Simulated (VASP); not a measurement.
# KI (Fm-3m) in VASP: settings compared, part 2 of 2

VASP 6.6.1. The steps go on from the part before.

## 3. Relaxation of cell and atoms, PBEsol

This run uses another cell than the first one, of 44.09 Å³/atom, 1.021 times its volume.

Contents of INCAR:

```
  PREC = Accurate
  ENCUT = 600
  EDIFF = 1E-6
  ISMEAR = 0
  SIGMA = 0.03
  LREAL = False
  LASPH = True
  NELM = 80
  ALGO = Normal
  ISIF = 3
  LWAVE = False
  LCHARG = False
  GGA = PS
  IBRION = 2
  NSW = 90
  EDIFFG = -0.01
  KPAR = 8
```

Contents of KPOINTS:

```
regular mesh
0
Gamma
  8 8 8
```

Contents of POSCAR:

```
KI
1.0
    0.0000000000      3.5327750000      3.5327750000
    3.5327750000      0.0000000000      3.5327750000
    3.5327750000      3.5327750000      0.0000000000
K I
1 1
Direct
    0.0000000000      0.0000000000      0.0000000000
    0.5000000000      0.5000000000      0.5000000000
```

Potentials or basis: VASP PAW PBE potentials, release 64 (K_sv, I).

On the command line:

```console
$ cat potpaw_PBE.64/K_sv/POTCAR potpaw_PBE.64/I/POTCAR > POTCAR
$ mpirun -np 8 vasp_std > vasp.out
```

OUTCAR:

```text
PREC = Accurate
   ENCUT = 600
   EDIFF = 1E-6
   ISMEAR = 0
   LREAL = False
   LASPH = True
   NELM = 80
   ISIF = 3
   GGA = PS
   IBRION = 2
   NSW = 90
   EDIFFG = -0.01

 ion  position               nearest neighbor table
   1  0.000  0.000  0.000-   2 3.53   2 3.53   2 3.53   2 3.53   2 3.53   2 3.53
   2  0.500  0.500  0.500-   1 3.53   1 3.53   1 3.53   1 3.53   1 3.53   1 3.53

  LATTYP: Found a face centered cubic cell.
 ALAT       =     7.0655500000

  Lattice vectors:

 A1 = (   0.0000000000,   3.5327750000,   3.5327750000)
 A2 = (   3.5327750000,   0.0000000000,   3.5327750000)
 A3 = (   3.5327750000,   3.5327750000,   0.0000000000)

Analysis of symmetry for initial positions (statically):
=====================================================================
 Subroutine PRICEL returns:
 Original cell was already a primitive cell.

 Routine SETGRP: Setting up the symmetry group for a
 face centered cubic supercell.

 Subroutine GETGRP returns: Found 48 space group operations
 (whereof 48 operations were pure point group operations)
 out of a pool of 48 trial point group operations.

The static configuration has the point symmetry O_h .

Analysis of symmetry for dynamics (positions and initial velocities):
=====================================================================
 Subroutine PRICEL returns:
 Original cell was already a primitive cell.

 Routine SETGRP: Setting up the symmetry group for a
 face centered cubic supercell.

 Subroutine GETGRP returns: Found 48 space group operations
 (whereof 48 operations were pure point group operations)
 out of a pool of 48 trial point group operations.

The dynamic configuration has the point symmetry O_h .

 Subroutine INISYM returns: Found 48 space group operations
 (whereof 48 operations are pure point group operations),
 and found     1 'primitive' translations

----------------------------------------------------------------------------------------

                                     Primitive cell

  volume of cell :      88.1816

  direct lattice vectors                    reciprocal lattice vectors
     0.000000000  3.532775000  3.532775000    -0.141531799  0.141531799  0.141531799
     3.532775000  0.000000000  3.532775000     0.141531799 -0.141531799  0.141531799
     3.532775000  3.532775000  0.000000000     0.141531799  0.141531799 -0.141531799

  length of vectors
     4.996098318  4.996098318  4.996098318     0.245140266  0.245140266  0.245140266

  position of ions in fractional coordinates (direct lattice)
     0.000000000  0.000000000  0.000000000
     0.500000000  0.500000000  0.500000000

  ion indices of the primitive-cell ions
   primitive index   ion index
                 1           1
                 2           2

----------------------------------------------------------------------------------------

 KPOINTS: regular mesh

Automatic generation of k-mesh.
 Grid dimensions read from file:
 generate k-points for:    8    8    8

 Generating k-lattice:

  Cartesian coordinates                     Fractional coordinates (reciprocal lattice)
    -0.017691475  0.017691475  0.017691475     0.125000000  0.000000000  0.000000000
     0.017691475 -0.017691475  0.017691475     0.000000000  0.125000000  0.000000000
[... 53 lines left out ...]
   LNONCOLLINEAR =      F non collinear calculations
   LSORBIT =      F    spin-orbit coupling
   LASPH  =      T    aspherical Exc in radial PAW
   ENCUT  =  600.0 eV  44.10 Ry    6.64 a.u.   9.98  9.98  9.98*2*pi/ulx,y,z
   NELM   =     80;   NELMIN=  2; NELMDL= -5     # of ELM steps
   EDIFF  = 0.1E-05   stopping-criterion for ELM
   LREAL  =      F    real-space projection
   EDIFFG = -.1E-01   stopping-criterion for IOM
   NSW    =     90    number of steps for IOM
   IBRION =      2    ionic relax: 0-MD 1-quasi-New 2-CG
   NFREE  =      1    steps in history (QN), initial steepest desc. (CG)
   ISIF   =      3    stress and relaxation
   ISYM   =      2    0-nonsym 1-usesym 2-fastsym
   POTIM  = 0.5000    time-step for ionic-motion
   TEBEG  =    0.0;   TEEND  =   0.0 temperature during run
   PSTRESS=    0.0 pullay stress
   NELECT =      16.0000    total number of electrons
   NUPDOWN=      -1.0000    fix difference up-down
   EMIN   =  10.00;   EMAX   =-10.00  energy-range for DOS
   EFERMI =   0.00;   METHOD = LEGACY
   ISMEAR =     0;   SIGMA  =   0.03  broadening in eV -4-tet -1-fermi 0-gaus
   EFERMI_NEDOS =   21; number of points for ismear=-14 and -15
   IALGO  =     38    algorithm
   IMIX   =      4    mixing-type and parameters
     AMIX     =   0.40;   BMIX     =  1.00
     AMIX_MAG =   1.60;   BMIX_MAG =  1.00
  volume/ion in A,a.u.               =      44.09       297.54
  Fermi-wavevector in a.u.,A,eV,Ry     =   0.926806  1.751409 11.686988  0.858969
  Thomas-Fermi vector in A             =   2.052808
   LORBIT       =      0    0 simple, 1 ext, 2 COOP (PROOUT), +10 PAW based schemes
   GGA     = PS    functional components
   LHFCALC =     F    Hartree Fock is set to
   AEXX    =    0.0000 exact exchange contribution
   IVDW    =     0    specifies the selected vdW correction
   LEPSILON=     F    determine dielectric tensor
   LRPA    =     F    only Hartree local field effects (RPA)
 conjugate gradient relaxation of ions
 non-spin polarized calculation
 Gauss-broadening in eV      SIGMA  =   0.03
  energy-cutoff  :      600.00
  volume of cell :       88.18
 maximum number of plane-waves:      2964
   NGX = 19   NGY = 19   NGZ = 19

--------------------------------------- Ionic step        1  -------------------------------------------

 number of electron      15.9999999 magnetization

 Free energy of the ion-electron system (eV)
  ---------------------------------------------------
  ext. energy  EPLUGINS =         0.00000000
  ---------------------------------------------------
  free energy    TOTEN  =        -5.81460784 eV

  energy without entropy =       -5.81460784  energy(sigma->0) =       -5.81460784

------------------------ aborting loop because EDIFF is reached ----------------------------------------

  FORCE on cell =-STRESS in cart. coord.  units (eV):
  Direction    XX          YY          ZZ          XY          YZ          ZX
  --------------------------------------------------------------------------------------
  -------------------------------------------------------------------------------------
  Total       -0.1293526     -0.1293526     -0.1293526     -0.0000000     -0.0000000      0.0000000
  in kB       -2.3502154     -2.3502154     -2.3502154     -0.0000000     -0.0000000      0.0000000
  external PRESSURE =      -2.3502154 kB  Pullay stress =       0.0000000 kB
[... 131 lines left out ...]
--------------------------------------- Ionic step        5  -------------------------------------------

 number of electron      15.9999999 magnetization

 Free energy of the ion-electron system (eV)
  ---------------------------------------------------
  ext. energy  EPLUGINS =         0.00000000
  ---------------------------------------------------
  free energy    TOTEN  =        -5.81606474 eV

  energy without entropy =       -5.81606474  energy(sigma->0) =       -5.81606474

 E-fermi :  -0.2357     XC(G=0):  -7.4278

 val. band max:       -0.3993388907   @ k =   0.0000   0.0000   0.0000
 cond. band min:       3.4595428260   @ k =   0.0000   0.0000   0.0000
 fundamental gap:      3.8588817168
 Fermi energy:        -0.2357113885

 k-point     1 :       0.0000    0.0000    0.0000
  band No.  band energies     occupation
      1     -28.6884      2.00000
      2     -12.2443      2.00000
      3     -12.2443      2.00000
      4     -12.2443      2.00000
      5     -10.9691      2.00000
      6      -0.3993      2.00000
      7      -0.3993      2.00000
      8      -0.3993      2.00000
      9       3.4595      0.00000
     10       6.0171      0.00000
     11       6.0171      0.00000
     12       6.0171      0.00000
[... 331 lines left out ...]
 k-point    24 :      -0.3750    0.2500    0.1250
  band No.  band energies     occupation
      1     -28.6855      2.00000
      2     -12.3785      2.00000
      3     -12.2640      2.00000
      4     -12.2542      2.00000
      5     -10.6925      2.00000
      6      -1.5726      2.00000
      7      -0.9788      2.00000
      8      -0.8126      2.00000
      9       5.5359      0.00000
     10       6.3651      0.00000
     11       6.9829      0.00000
     12       7.8488      0.00000

 [... further k-points ...]

------------------------ aborting loop because EDIFF is reached ----------------------------------------

  FORCE on cell =-STRESS in cart. coord.  units (eV):
  Direction    XX          YY          ZZ          XY          YZ          ZX
  --------------------------------------------------------------------------------------
  -------------------------------------------------------------------------------------
  Total       -0.0049149     -0.0049149     -0.0049149      0.0000000     -0.0000000      0.0000000
  in kB       -0.0911952     -0.0911952     -0.0911952      0.0000000     -0.0000000      0.0000000
  external PRESSURE =      -0.0911952 kB  Pullay stress =       0.0000000 kB
[... 17 lines left out ...]
  FREE ENERGIE OF THE ION-ELECTRON SYSTEM (eV)
  ---------------------------------------------------
  free  energy   TOTEN  =        -5.8160647375 eV

  energy  without entropy=       -5.8160647375  energy(sigma->0) =       -5.81606474

 reached required accuracy - stopping structural energy minimisation
```

OSZICAR:

```text
N       E                     dE             d eps       ncg     rms          rms(c)
DAV:   1     0.102755920814E+03    0.10276E+03   -0.72417E+03   696   0.128E+03
DAV:   2     0.109318724379E+01   -0.10166E+03   -0.94722E+02   832   0.258E+02
[... 36 lines left out ...]
       N       E                     dE             d eps       ncg     rms          rms(c)
DAV:   1    -0.581941716628E+01   -0.34609E-02   -0.74610E-02   824   0.262E+00    0.379E-01
DAV:   2    -0.581682406798E+01    0.25931E-02   -0.60696E-03   916   0.730E-01    0.151E-01
DAV:   3    -0.581605377031E+01    0.77030E-03   -0.22589E-03  1240   0.379E-01    0.123E-01
DAV:   4    -0.581606778799E+01   -0.14018E-04   -0.45368E-05  1192   0.525E-02    0.494E-02
DAV:   5    -0.581606532852E+01    0.24595E-05   -0.83806E-05  1308   0.519E-02    0.989E-03
DAV:   6    -0.581606473752E+01    0.59099E-06   -0.49392E-07   588   0.751E-03
   5 F= -.58160647E+01 E0= -.58160647E+01  d E =-.145690E-02
```

CONTCAR:

```text
KI
   1.00000000000000
    -0.0000000000000000    3.5081227384043530    3.5081227384043530
     3.5081227384043530   -0.0000000000000000    3.5081227384043530
     3.5081227384043530    3.5081227384043530    0.0000000000000000
  K               I
     1     1
Direct
     0.0000000000000000    0.0000000000000000    0.0000000000000000
     0.5000000000000000    0.5000000000000000    0.5000000000000000

  0.00000000E+00  0.00000000E+00  0.00000000E+00
  0.00000000E+00  0.00000000E+00  0.00000000E+00
```

Run time: 49 s. Hardware: 8 MPI ranks of Intel Xeon Platinum 8259CL at 2.50GHz (Skylake/Cascade Lake), shared host; peak memory 0.29 GiB.

What came out:

* Free energy: -5.8161 eV
* Relaxed volume: 43.17 Å³/atom
* Relaxed cell: a = 4.961 Å, b = 4.961 Å, c = 4.961 Å, α = 60.00°, β = 60.00°, γ = 60.00°
* Space group after relaxing (to 0.05 Å): Fm-3m (No. 225)
* Energy gained by relaxing: 0.7 meV/atom
* Ionic steps: 5
* Pressure after relaxing: 0.0 GPa
* Band gap on the k mesh: 3.86 eV, direct

The path:
```
step  energy change (eV)  largest force (eV/Å)  pressure (GPa)  volume (Å³)
   1              0.0000                0.0000           -0.24        88.18
   2             -0.0010                0.0000           -0.13        87.36
   3             -0.0013                0.0000           -0.07        86.85
   4             -0.0013                0.0000            0.07        85.83
   5             -0.0015                0.0000           -0.01        86.35
```

Final structure:
```
K I
1.0
     0.00000    3.50812    3.50812
     3.50812    0.00000    3.50812
     3.50812    3.50812    0.00000
K I
1 1
Direct
  0.00000 0.00000 0.00000
  0.50000 0.50000 0.50000
```

Levels at points of the mesh, in eV from the valence-band top:
```tsv
k point	band 5	band 6	band 7	band 8	band 9	band 10	band 11	band 12
(0.00, 0.00, 0.00)	-10.57	0.00	0.00	0.00	3.86	6.42	6.42	6.42
(0.50, 0.00, 0.00)	-10.25	-1.40	-0.36	-0.36	5.40	7.67	8.11	8.11
(0.50, 0.50, 0.00)	-10.42	-1.05	-0.39	-0.39	4.79	5.72	8.09	8.75
```

Caveat: the PAW data sets were made with another functional, which shifts forces and pressure a little; spin-orbit coupling is left out, which moves the levels of the heavy elements. As with any semilocal functional, this PBEsol gap is likely too small.

## 4. Relaxation of cell and atoms, PBEsol

Edit INCAR of step 3 so:

```diff
@@ -2,3 +2,3 @@
   ENCUT = 600
-  EDIFF = 1E-6
+  EDIFF = 1E-7
   ISMEAR = 0
@@ -15,3 +15,3 @@
   NSW = 90
-  EDIFFG = -0.01
+  EDIFFG = -0.005
   KPAR = 8
```

KPOINTS is that of step 3.

Contents of POSCAR:

```
KI                                      
1.0
   -0.0000000000      3.5081227384      3.5081227384
    3.5081227384     -0.0000000000      3.5081227384
    3.5081227384      3.5081227384      0.0000000000
  K               I             
     1     1
Direct
     0.0000000000000000    0.0000000000000000    0.0000000000000000
     0.5000000000000000    0.5000000000000000    0.5000000000000000
```

On the command line:

```console
$ cat potpaw_PBE.64/K_sv/POTCAR potpaw_PBE.64/I/POTCAR > POTCAR
$ mpirun -np 8 vasp_std > vasp.out
```

It took 15 s on 8 MPI ranks of Intel Xeon Platinum 8259CL at 2.50GHz (Skylake/Cascade Lake), shared host; peak memory 0.27 GiB.

Results (log left out):

```yaml
Free_energy: -5.8160 eV
Pressure_after_relaxing: 0.0 GPa
Band_gap_on_the_k_mesh: 3.86 eV, direct
```

Final structure:
```
K I
1.0
     0.00000    3.50812    3.50812
     3.50812    0.00000    3.50812
     3.50812    3.50812    0.00000
K I
1 1
Direct
  0.00000 0.00000 0.00000
  0.50000 0.50000 0.50000
```

Levels at points of the mesh, in eV from the valence-band top:
```
           k point  band 4  band 5  band 6  band 7  band 8  band 9  band 10  band 11  band 12
(0.00, 0.00, 0.00)  -11.85  -10.57    0.00    0.00    0.00    3.86     6.42     6.42     6.42
(0.50, 0.00, 0.00)  -11.85  -10.25   -1.40   -0.36   -0.36    5.40     7.67     8.11     8.11
(0.50, 0.50, 0.00)  -11.87  -10.42   -1.05   -0.39   -0.39    4.79     5.72     8.09     8.75
```

Caveat: the relaxation stopped at its first step, so nothing moved; the PAW data sets were made with another functional, which shifts forces and pressure a little; spin-orbit coupling is left out, which moves the levels of the heavy elements. A k mesh can miss the band edges.

## 5. Single point, PBE

This run uses another cell than the first one, of 44.09 Å³/atom, 1.021 times its volume.

Contents of INCAR:

```
PREC = Accurate
ENCUT = 520
EDIFF = 1E-6
ISMEAR = 0
SIGMA = 0.03
LREAL = F
LASPH = T
NELM = 80
ALGO = Fast
ISIF = 2
LWAVE = F
LCHARG = F
GGA = PE
NBANDS = 15
KPAR = 4
```

Contents of KPOINTS:

```
regular mesh
0
Gamma
  4 4 4
```

Contents of POSCAR:

```
KI
1.0
    0.0000000000      3.5327750000      3.5327750000
    3.5327750000      0.0000000000      3.5327750000
    3.5327750000      3.5327750000      0.0000000000
K I
1 1
Direct
    0.0000000000      0.0000000000      0.0000000000
    0.5000000000      0.5000000000      0.5000000000
```

On the command line:

```console
$ cat potpaw_PBE.64/K_sv/POTCAR potpaw_PBE.64/I/POTCAR > POTCAR
$ mpirun -np 4 vasp_std > vasp.out
```

Run time: 5.1 s. Hardware: 4 MPI ranks of Intel Xeon 6975P-C (Granite Rapids), shared host; peak memory 0.22 GiB.

Results (log left out):

| Property | Result |
| --- | --- |
| Free energy | -5.5555 eV |
| Pressure | 0.6 GPa |
| Band gap on the k mesh | 3.96 eV, direct |

Levels at points of the mesh, in eV from the valence-band top:
| k point | band 4 | band 5 | band 6 | band 7 | band 8 | band 9 | band 10 | band 11 | band 12 | band 13 |
| --- | --- | --- | --- | --- | --- | --- | --- | --- | --- | --- |
| (0.00, 0.00, 0.00) | -11.99 | -10.50 | 0.00 | 0.00 | 0.00 | 3.96 | 6.50 | 6.50 | 6.50 | 7.21 |
| (0.50, 0.00, 0.00) | -11.99 | -10.22 | -1.32 | -0.34 | -0.34 | 5.52 | 7.71 | 8.14 | 8.14 | 8.70 |
| (0.50, 0.50, 0.00) | -12.01 | -10.36 | -1.00 | -0.37 | -0.37 | 4.93 | 5.76 | 8.09 | 8.71 | 8.81 |

Caveat: spin-orbit coupling is left out, which moves the levels of the heavy elements.

## 6. How close it comes

Step 5. A measured gap of KI is 6.32 eV (a printed reference work, monograph); the calculated 3.96 eV misses it by -2.36 eV. Spin-orbit coupling on I is left out. The value is that of PBE, without temperature or zero-point motion. Semilocal functionals fall short of measured gaps as a rule.
